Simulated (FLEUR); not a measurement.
# FeO (I4/mmm) in FLEUR: notebook

One crystal, FeO, is run at these levels: PBEsol; tasks: single point.

Program: FLEUR MaX-R8.1 (later development tree). These are calculated values, not measurements. Logs are shortened: lines on timing, memory, paths and dates and some standing lists are left out, and cuts for length are marked.

### 1 The crystal as given

It takes space group I4/mmm (No. 139, tetragonal). The conventional cell has a = 3.035 Å, b = 3.035 Å, c = 3.947 Å, α = 90.00°, β = 90.00°, γ = 90.00°. Fe (site symmetry 4/mmm) is surrounded by 6 O at 1.97 to 2.15 Å. O (site symmetry 4/mmm) has 6 Fe at 1.97 to 2.15 Å as nearest neighbours.

The cell comes from a database or a generator and needn't be the stable form of this composition.

### 2 Single point, PBEsol, collinear spin, ferromagnetic start

inp.xml reads:

```xml
<?xml version="1.0" encoding="UTF-8" standalone="no"?>
<fleurInput fleurInputVersion="0.39">
   <comment>
      FeO                                                                                                 
   </comment>
   <calculationSetup>
      <cutoffs Kmax="5.16" Gmax="16.0" GmaxXC="16.0" numbands="0"/>
      <scfLoop itmax="60" minDistance="0.00001" maxIterBroyd="15" imix="Anderson" alpha="0.05" precondParam="0.0" spinf="2.0" sdNocoIR="T"/>
      <coreElectrons ctail="T" frcor="F" kcrel="0" coretail_lmax="0"/>
      <xcFunctional name="PBEs" relativisticCorrections="F"/>
      <magnetism jspins="2"/>
      <soc l_soc="F" theta="0.0" phi="0.0" spav="F"/>
      <expertModes spex="0" secvar="F"/>
      <geometryOptimization l_f="F" forcealpha="1.0" forcemix="BFGS" epsdisp="0.00001" epsforce="0.00001"/>
      <ldaU l_linMix="F" mixParam="0.05" spinf="1.0"/>
   </calculationSetup>
   <cell>
      <bzIntegration valenceElectrons="22.0" mode="hist" fermiSmearingEnergy="0.00183747">
         <kPointListSelection listName="default-1"/>
         <!-- k-points included here -->
         <xi:include xmlns:xi="http://www.w3.org/2001/XInclude" href="kpts.xml"> </xi:include>
      </bzIntegration>
      <!-- symmetry operations included here -->
      <xi:include xmlns:xi="http://www.w3.org/2001/XInclude" href="sym.xml"> </xi:include>
      <bulkLattice scale="1.0">
         <bravaisMatrix>
            <row-1>   -2.8678893280184914     2.8678893280184914     3.7294336628847042</row-1>
            <row-2>    2.8678893280184914    -2.8678893280184914     3.7294336628847042</row-2>
            <row-3>    2.8678893280184914     2.8678893280184914    -3.7294336628847042</row-3>
         </bravaisMatrix>
      </bulkLattice>
   </cell>
   <atomSpecies>
      <species name="Iron (Fe) 3.000" element="Fe" atomicNumber="26">
         <mtSphere radius="1.9" gridPoints="649" logIncrement="0.019"/>
         <atomicCutoffs lmax="8" lnonsphr="8"/>
         <electronConfig flipSpins="F">
            <coreConfig>(1s1/2) (2s1/2) (2p1/2) (2p3/2)</coreConfig>
            <valenceConfig>(3s1/2) (3p1/2) (3p3/2) (4s1/2) (3d3/2) (3d5/2)</valenceConfig>
            <stateOccupation state="(3d3/2)" spinUp="1.5" spinDown="0.9"/>
            <stateOccupation state="(3d5/2)" spinUp="3.0" spinDown="0.6"/>
         </electronConfig>
         <energyParameters s="4" p="4" d="3" f="4"/>
         <lo type="SCLO" l="0" n="3" eDeriv="0"/>
         <lo type="SCLO" l="1" n="3" eDeriv="0"/>
         <lo type="SCLO" l="1" n="3" eDeriv="1"/>
         <lo type="SCLO" l="2" n="3" eDeriv="2"/>
         <lo type="SCLO" l="3" n="4" eDeriv="2"/>
      </species>
      <species name="Oxygen (O)" element="O" atomicNumber="8">
         <mtSphere radius="1.45" gridPoints="497" logIncrement="0.021"/>
         <atomicCutoffs lmax="8" lnonsphr="8"/>
         <electronConfig flipSpins="F">
            <coreConfig>(1s1/2)</coreConfig>
            <valenceConfig>(2s1/2) (2p1/2) (2p3/2)</valenceConfig>
            <stateOccupation state="(2p1/2)" spinUp="0.666667" spinDown="0.666667"/>
            <stateOccupation state="(2p3/2)" spinUp="1.333333" spinDown="1.333333"/>
         </electronConfig>
         <energyParameters s="2" p="2" d="3" f="4"/>
         <lo type="SCLO" l="0" n="2" eDeriv="2"/>
         <lo type="SCLO" l="1" n="2" eDeriv="2"/>
         <lo type="SCLO" l="2" n="3" eDeriv="2"/>
      </species>
   </atomSpecies>
   <atomGroups>
      <atomGroup species="Iron (Fe) 3.000">
         <relPos label="                   1">.0000000000 .0000000000 .0000000000</relPos>
         <force calculate="T" relaxXYZ="TTT"/>
      </atomGroup>
      <atomGroup species="Oxygen (O)">
         <relPos label="                   2">1.000/2.000 1.000/2.000 .0000000000</relPos>
         <force calculate="T" relaxXYZ="TTT"/>
      </atomGroup>
   </atomGroups>
   <output dos="F" band="F" slice="F">
      <checks vchk="F" cdinf="F"/>
      <bandDOS minEnergy="-.5*Htr" maxEnergy="0.5*Htr" sigma="0.015" storeEVData="T"/>
      <vacuumDOS vacdos="F" integ="F" star="F" nstars="0" locx1="0.0" locy1="0.0" locx2="0.0" locy2="0.0" nstm="0" tworkf="0.0"/>
      <unfoldingBand unfoldBand="F" supercellX="1" supercellY="1" supercellZ="1"/>
      <plotting iplot="0" polar="F">
         <plot TwoD="T" vec1="  1.0  0.0  0.0" vec2="  0.0  1.0  0.0" vec3="  0.0  0.0  1.0" zero="  0.0  0.0  0.0" file="plot"/>
      </plotting>
      <chargeDensitySlicing numkpt="0" minEigenval="0.0" maxEigenval="0.0" nnne="0" pallst="F"/>
      <specialOutput eonly="F"/>
      <moessbauerParams electricFieldGradient="T" isomerShift="T" coreHyperfine="T" valenceHyperfine="T"/>
      <magneticCircularDichroism mcd="F" energyLo="-10.0" energyUp="0.0"/>
   </output>
  <!-- We include the file relax.xml here to enable relaxations (see documentation) -->
  <xi:include xmlns:xi="http://www.w3.org/2001/XInclude" href="relax.xml"> <xi:fallback/> </xi:include>
</fleurInput>
```

crystal.txt reads:

```
FeO
&input cartesian=F /
-1.5176216758  1.5176216758  1.9735313040
1.5176216758  -1.5176216758  1.9735313040
1.5176216758  1.5176216758  -1.9735313040
1.8897261246
1.0 1.0 1.0

2
26 0.0000000000  0.0000000000  0.0000000000 : 3.000
8 0.5000000000  0.5000000000  0.0000000000

&kpt div1=12 div2=12 div3=12 gamma=T /
```

Potentials or basis: all-electron, FLAPW.

The run is started by

```sh
$ inpgen -f crystal.txt -profile fastHighL
$ # inp.xml edited to the form shown
$ fleur_MPI
```

Standard output:

```text
Welcome to FLEUR        (www.flapw.de)
      MaX-Release 8.1          (www.max-centre.eu)

 ========== k-point set info ==========
 Selected k-point list: default-1
 k-point list type: mesh
 12 x 12 x 12
 Number of k points: 163

 ------------Calculation Setup---------------------------
 Number of MPI-tasks      :            1
 Number of PE/node        :            1
 Number of OMP-threads    :            1
 Most efficient MPI parallelization for:
           1         163
 Additional eigenvalue parallelization possible
 Number of basis functions:          368
 Approximate size of matrices (H+S) per k-point:         0.002 GB
 --------------------------------------------------------
 Iteration:     1   Distance:      24.81594589 me/bohr^3
 Iteration:     2   Distance:      22.57006723 me/bohr^3
 Iteration:     3   Distance:      11.01874785 me/bohr^3
 Iteration:     4   Distance:      13.39228152 me/bohr^3
 Iteration:     5   Distance:       7.40667040 me/bohr^3
 Iteration:     6   Distance:       2.78323349 me/bohr^3
 Iteration:     7   Distance:       2.86390820 me/bohr^3
 Iteration:     8   Distance:       0.61512161 me/bohr^3
 Iteration:     9   Distance:       0.47241205 me/bohr^3
 Iteration:    10   Distance:       0.18320938 me/bohr^3
 Iteration:    11   Distance:       0.18441112 me/bohr^3
 Iteration:    12   Distance:       0.02466920 me/bohr^3
 Iteration:    13   Distance:       0.01418802 me/bohr^3
 Iteration:    14   Distance:       0.00975353 me/bohr^3
 Iteration:    15   Distance:       0.00847586 me/bohr^3
 Iteration:    16   Distance:       0.00805296 me/bohr^3
 Iteration:    17   Distance:       0.00420590 me/bohr^3
 Iteration:    18   Distance:       0.00133744 me/bohr^3
 Iteration:    19   Distance:       0.00049999 me/bohr^3
 Iteration:    20   Distance:       0.00030478 me/bohr^3
 Iteration:    21   Distance:       0.00015808 me/bohr^3
 Iteration:    22   Distance:       0.00005705 me/bohr^3
 Iteration:    23   Distance:       0.00000962 me/bohr^3

 ********************************************************************
 Run finished successfully
 Stop message:
   all done
 ********************************************************************
```

Run time: 4.4 min. Hardware: 1 thread of Arm Neoverse V2, shared host; peak memory 0.08 GiB.

What came out:

| Quantity | Value |
| --- | --- |
| Free energy | -36644.0552 eV |
| Band gap on the k mesh | none (metal or under the smearing width) |
| Net moment | 3.83 μB per cell |
| Site moments | Fe +3.35; O +0.28 μB |
| Valence electrons inside the program's atomic spheres | Fe 13.74; O 4.68 (radii Fe 1.9, O 1.45 bohr) |

Levels at points of the mesh, in eV from the Fermi level:
Spin up:
```tsv
k point	band 9	band 10	band 11	band 12	band 13	band 14	band 15	band 16	band 17	band 18
(0.00, 0.00, 0.00)	-4.06	-4.06	-3.77	-3.64	-3.62	0.68	15.41	17.71	17.72	17.72
(0.00, 0.00, 0.50)	-5.10	-3.23	-2.64	-2.52	-2.41	5.97	8.79	11.57	15.26	16.68
(0.00, 0.50, 0.00)	-2.95	-2.83	-2.26	-0.34	0.42	4.05	9.32	12.04	14.24	20.55
(0.50, 0.50, 0.50)	-5.07	-3.10	-2.59	-2.59	-2.25	5.98	9.81	10.41	15.05	15.05
```
Spin down:
```tsv
k point	band 7	band 8	band 9	band 10	band 11	band 12
(0.00, 0.00, 0.00)	-3.68	-3.68	-1.08	-1.08	-0.63	-0.33
(0.00, 0.00, 0.50)	-5.22	-4.67	-2.57	0.53	0.69	0.96
(0.00, 0.50, 0.00)	-6.08	-5.89	0.31	0.59	0.75	2.72
(0.50, 0.50, 0.50)	-5.26	-5.26	-2.66	0.79	0.86	0.86
```

Core levels (eV from the Fermi level):
| atom | levels |
| --- | --- |
| 1 Fe | 1s1/2 -6983.8, 2s1/2 -812.9, 2p1/2 -700.2, 2p3/2 -687.7 |
| 2 O | 1s1/2 -505.8 |

Caveat: a cell with one magnetic atom can't hold antiferromagnetic order, which such compounds often take; semilocal functionals often make such compounds metallic where correlation or magnetic order opens a gap, which also shifts bond lengths.

### 3 Single point, PBEsol, collinear spin, ferromagnetic start

This run uses another cell than the first one, of 8.56 Å³/atom, 0.941 times its volume.

inp.xml, as its differences from that of step 2:

```diff
@@ -26,5 +26,5 @@
          <bravaisMatrix>
-            <row-1>   -2.8678893280184914     2.8678893280184914     3.7294336628847042</row-1>
-            <row-2>    2.8678893280184914    -2.8678893280184914     3.7294336628847042</row-2>
-            <row-3>    2.8678893280184914     2.8678893280184914    -3.7294336628847042</row-3>
+            <row-1>   -2.8105160837176304     2.8105160837176304     3.6548248881944834</row-1>
+            <row-2>    2.8105160837176304    -2.8105160837176304     3.6548248881944834</row-2>
+            <row-3>    2.8105160837176304     2.8105160837176304    -3.6548248881944834</row-3>
          </bravaisMatrix>
@@ -34,3 +34,3 @@
       <species name="Iron (Fe) 3.000" element="Fe" atomicNumber="26">
-         <mtSphere radius="1.9" gridPoints="649" logIncrement="0.019"/>
+         <mtSphere radius="1.9" gridPoints="635" logIncrement="0.019"/>
          <atomicCutoffs lmax="8" lnonsphr="8"/>
@@ -50,3 +50,3 @@
       <species name="Oxygen (O)" element="O" atomicNumber="8">
-         <mtSphere radius="1.45" gridPoints="497" logIncrement="0.021"/>
+         <mtSphere radius="1.45" gridPoints="487" logIncrement="0.022"/>
          <atomicCutoffs lmax="8" lnonsphr="8"/>
```

crystal.txt reads:

```
FeO
&input cartesian=F /
-1.4872610624  1.4872610624  1.9340500407
1.4872610624  -1.4872610624  1.9340500407
1.4872610624  1.4872610624  -1.9340500407
1.8897261246
1.0 1.0 1.0

2
26 0.0000000000  0.0000000000  0.0000000000 : 3.000
8 0.5000000000  0.5000000000  0.0000000000

&kpt div1=12 div2=12 div3=12 gamma=T /
```

Potentials or basis: all-electron, FLAPW.

The run is started by

```sh
$ inpgen -f crystal.txt -profile fastHighL
$ # inp.xml edited to the form shown
$ fleur_MPI
```

Standard output:

```text
Welcome to FLEUR        (www.flapw.de)
      MaX-Release 8.1          (www.max-centre.eu)

 ========== k-point set info ==========
 Selected k-point list: default-1
 k-point list type: mesh
 12 x 12 x 12
 Number of k points: 163

 ------------Calculation Setup---------------------------
 Number of MPI-tasks      :            1
 Number of PE/node        :            1
 Number of OMP-threads    :            1
 Most efficient MPI parallelization for:
           1         163
 Additional eigenvalue parallelization possible
 Number of basis functions:          352
 Approximate size of matrices (H+S) per k-point:         0.002 GB
 --------------------------------------------------------
 Iteration:     1   Distance:      21.98886148 me/bohr^3
 Iteration:     2   Distance:      19.94536222 me/bohr^3
 Iteration:     3   Distance:      11.16515184 me/bohr^3
 Iteration:     4   Distance:      11.63456010 me/bohr^3
 Iteration:     5   Distance:       6.47563439 me/bohr^3
 Iteration:     6   Distance:       2.94810339 me/bohr^3
 Iteration:     7   Distance:       3.12757188 me/bohr^3
 Iteration:     8   Distance:       1.08392499 me/bohr^3
 Iteration:     9   Distance:       0.62348768 me/bohr^3
 Iteration:    10   Distance:       0.18239664 me/bohr^3
 Iteration:    11   Distance:       0.08179971 me/bohr^3
 Iteration:    12   Distance:       0.02075311 me/bohr^3
 Iteration:    13   Distance:       0.01371765 me/bohr^3
 Iteration:    14   Distance:       0.00635013 me/bohr^3
 Iteration:    15   Distance:       0.00419551 me/bohr^3
 Iteration:    16   Distance:       0.00369803 me/bohr^3
 Iteration:    17   Distance:       0.00237095 me/bohr^3
 Iteration:    18   Distance:       0.00063466 me/bohr^3
 Iteration:    19   Distance:       0.00020479 me/bohr^3
 Iteration:    20   Distance:       0.00010617 me/bohr^3
 Iteration:    21   Distance:       0.00005759 me/bohr^3
 Iteration:    22   Distance:       0.00001217 me/bohr^3
 Iteration:    23   Distance:       0.00000229 me/bohr^3

 ********************************************************************
 Run finished successfully
 Stop message:
   all done
 ********************************************************************
```

Wall time 4 min (1 thread of Arm Neoverse V2, shared host); peak memory 0.08 GiB.

Results:

* Free energy: -36643.9303 eV
* Band gap on the k mesh: none (metal or under the smearing width)
* Net moment: 3.64 μB per cell
* Site moments: Fe +3.20; O +0.26 μB
* Valence electrons inside the program's atomic spheres: Fe 13.80; O 4.71 (radii Fe 1.9, O 1.45 bohr)

Core levels (eV from the Fermi level):
```
atom                                                   levels
1 Fe  1s1/2 -6983.8, 2s1/2 -812.8, 2p1/2 -700.1, 2p3/2 -687.7
 2 O                                             1s1/2 -506.0
```

Caveat: a cell with one magnetic atom can't hold antiferromagnetic order, which such compounds often take; semilocal functionals often make such compounds metallic where correlation or magnetic order opens a gap, which also shifts bond lengths. With open d or f shells a metallic result of PBEsol can be an artefact of self-interaction; +U or a hybrid may open a gap.
